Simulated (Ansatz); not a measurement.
Li under changes of volume

One of the cells (21.609 Å³/atom); the others are scaled copies at fixed shape and fractional positions:

```
Li
1.0
    -1.75465    1.75465    1.75465
     1.75465   -1.75465    1.75465
     1.75465    1.75465   -1.75465
Li
1
Cartesian
  0.0000 0.0000 0.0000
```

```yaml
Program: Ansatz 0.2.0
Functional: wPBEh
Potentials_or_basis: Ansatz PAW
Cutoff: "420 eV (not typed: the program's choice for these potentials)"
k_mesh: 6 × 6 × 6
Occupations: fermi-dirac, width 0.05 eV
Spin: no spin polarisation
```

```csv
volume (Å³/atom),energy over the lowest point (meV/atom),pressure (GPa)
20.312,?,?
20.744,0.14,0.2
21.177,0.00,-0.1
21.609,0.56,-0.3
22.041,1.77,-0.6
22.473,3.57,-0.8
22.905,5.92,-1.0
```

Question: What does the run at 20.312 Å³/atom give?

Answer: Energy over the lowest point 1.06 meV/atom; pressure 0.5 GPa.

Worked out: A Birch-Murnaghan fit of order 3 (a polynomial in V^(-2/3)) to the other rows has its minimum at 21.04 Å³/atom with B0 = V·E''(V) = 13.0 GPa and B' = 3.0. It gives 1.04 meV/atom at 20.312 Å³/atom, against the run's 1.06, and -dE/dV = 0.5 GPa, against 0.5.

Energies are extrapolated to zero smearing.

Caveats: all runs use coarse meshes; the thresholds are loose for stress.
